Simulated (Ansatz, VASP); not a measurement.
**Cl in VASP and in Ansatz**

The input INCAR:

```
PREC = Accurate
ENCUT = 520
EDIFF = 1E-6
ISMEAR = -1
SIGMA = 0.1
LREAL = F
LASPH = T
NELM = 60
ALGO = Normal
ISIF = 2
LWAVE = F
LCHARG = F
GGA = PE
NBANDS = 10
```

File KPOINTS:

```
regular mesh
0
Gamma
  17 17 17
```

The input POSCAR:

```
Cl
1.0
   -1.3924901419      1.3924901419      1.3924901419
    1.3924901419     -1.3924901419      1.3924901419
    1.3924901419      1.3924901419     -1.3924901419
Cl
1
Direct
    0.0000000000      0.0000000000      0.0000000000
```

Input for Ansatz:

```yaml
crystal:
  lattice:
    - [-1.3924901419, 1.3924901419, 1.3924901419]
    - [1.3924901419, -1.3924901419, 1.3924901419]
    - [1.3924901419, 1.3924901419, -1.3924901419]
  atoms:
    - { symbol: Cl, position: [0.0, 0.0, 0.0] }
kpoints:
  mp_grid: { grid: [17, 17, 17] }
scf:
  occupations: { method: fermi_dirac, width: 0.1 }
hamiltonian:
  xc: pbe
  pseudopotentials: { kind: paw }
output:
  forces: true
  stress: true
  eigenvalues: true
  populations: true
  write_density: true
  write_potential: true
  elf: true
  volumetric_format: npy
```

Change from the starting cell: volume scaled by 0.5, PAW files.

Alike in both runs: task single point; functional PBE; k mesh 17 × 17 × 17; occupations fermi-dirac, width 0.1 eV; no spin polarisation.

|  | VASP | Ansatz |
| --- | --- | --- |
| version | VASP 6.6.1 | Ansatz 0.2.0 |
| potentials or method | VASP PAW PBE potentials, release 64 (Cl) | PAW with Ansatz's default frozen-core files, scalar-relativistic |
| plane-wave cutoff (eV) | 520 | 420 |
| valence electrons in the cell | 7 | 7 |

```tsv
	VASP	Ansatz	Ansatz less VASP
pressure (GPa)	112.3	113.2	+0.90
```

With one functional, cell and mesh, what is left measures potentials, basis and numerics.

Caveats: the cell as given lies far from equilibrium; so large a pressure means that the cell lies far from this level's equilibrium, or that cutoff or potentials fall short (VASP); an odd number of electrons without spin polarisation forces a metal; a magnetic or distorted state may lie lower.
